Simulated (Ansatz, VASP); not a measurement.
# Pb: VASP beside Ansatz

INCAR

```
SYSTEM = Pb
ALGO     = Normal         ! electronic algorithm
EDIFF    = 1E-7           ! SCF threshold, eV
ENCUT    = 520            ! plane-wave cutoff, eV
GGA      = PE             ! functional
ISIF     = 2              ! what is computed and relaxed
ISMEAR   = -1             ! smearing method
LASPH    = .TRUE.         ! aspherical terms in the spheres
LCHARG   = .FALSE.        ! write CHGCAR
LREAL    = .FALSE.        ! projectors in reciprocal space
LWAVE    = .FALSE.        ! write WAVECAR
NBANDS   = 13             ! bands
NELM     = 100            ! most SCF steps
PREC     = Accurate       ! precision mode
SIGMA    = 0.05           ! smearing width, eV
```

File KPOINTS:

```
k-points
0
G
  12 12 12
  0 0 0
```

The input POSCAR:

```
Pb
1.0
    2.9568009326      0.0000000000      0.0000000000
    0.0000000000      2.9568009326      0.0000000000
    0.0000000000      0.0000000000      2.9568009326
Pb
1
Direct
    0.0000000000      0.0000000000      0.0000000000
```

Input for Ansatz:

```yaml
crystal:
  lattice:
    - [2.9568009326, 0.0, 0.0]
    - [0.0, 2.9568009326, 0.0]
    - [0.0, 0.0, 2.9568009326]
  atoms:
    - { symbol: Pb, position: [0.0, 0.0, 0.0] }
kpoints:
  mp_grid: { grid: [12, 12, 12] }
scf:
  occupations: { method: fermi_dirac, width: 0.05 }
hamiltonian:
  xc: pbe
  pseudopotentials: { kind: all_electron, lapw: { basis_error: 0.001 } }
output:
  forces: true
  stress: true
  eigenvalues: true
  populations: true
```

Change from the starting cell: volume scaled by 0.75, LAPW.

Alike in both runs: task single point; functional PBE; k mesh 12 × 12 × 12; occupations fermi-dirac, width 0.05 eV; no spin polarisation.

```csv
,VASP,Ansatz
version,VASP 6.6.1,Ansatz 0.2.0
potentials or method,"VASP PAW PBE potentials, release 64 (Pb_d)","all-electron LAPW, scalar-relativistic"
plane-wave cutoff (eV),520,see its input
```

```tsv
	VASP	Ansatz	Ansatz less VASP
pressure (GPa)	20.5	20.6	+0.08
```

Ansatz ran all-electron here, so the differences hold the error of VASP's frozen core and of both bases.

Caveats: so large a pressure means that the cell lies far from this level's equilibrium, or that cutoff or potentials fall short (VASP). The runs have no spin-orbit coupling, so splittings on Pb are missing.
